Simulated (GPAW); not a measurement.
Crystal: InPd.

```xyz
2
Lattice="0.0000 2.7461 2.7461 2.7461 0.0000 2.7461 2.7461 2.7461 0.0000" Properties=species:S:1:pos:R:3 pbc="T T T"
In    0.0000    0.0000    0.0000
Pd    2.7461    2.7461    2.7461
```

The cell was built by a generator and needn't be a form met in nature.

```yaml
Program: GPAW 26.7.0
Task: relaxation of cell and atoms
Functional: r2SCAN
Dispersion: D4
Potentials_or_basis: GPAW PAW data sets (gpaw-data 1.2.1)
Cutoff: 600 eV
Basis: pw
k_mesh: 8 × 8 × 8
Occupations: fermi-dirac, width 0.05 eV
Spin: no spin polarisation
```

At the start: pressure -3.8 GPa; volume 20.71 Å³/atom.

Where does the relaxation end?

Over 4 steps the energy falls by 10.5 meV/atom and the volume is 19.86 Å³/atom (-4.1 %); space group Fm-3m (No. 225, to 0.05 Å).

Step by step:
```csv
step,energy change (eV),largest force (eV/Å),pressure (GPa),volume (Å³)
1,0.0000,0.0000,-3.83,41.42
2,-0.0092,0.0000,-2.95,40.98
3,-0.0210,0.0000,0.24,39.62
4,-0.0210,0.0000,-0.01,39.72
```

Final structure:
```
In Pd
1.0
     0.00000    2.70797    2.70797
     2.70797    0.00000    2.70797
     2.70797    2.70797    0.00000
In Pd
1 1
Direct
  0.00000 0.00000 0.00000
  0.50000 0.50000 0.50000
```

Caveat: later steps reuse the first step's grids; the PAW data sets were made with another functional, which shifts forces and pressure a little; pairwise dispersion overbinds metals, which lowers pressure and volume.
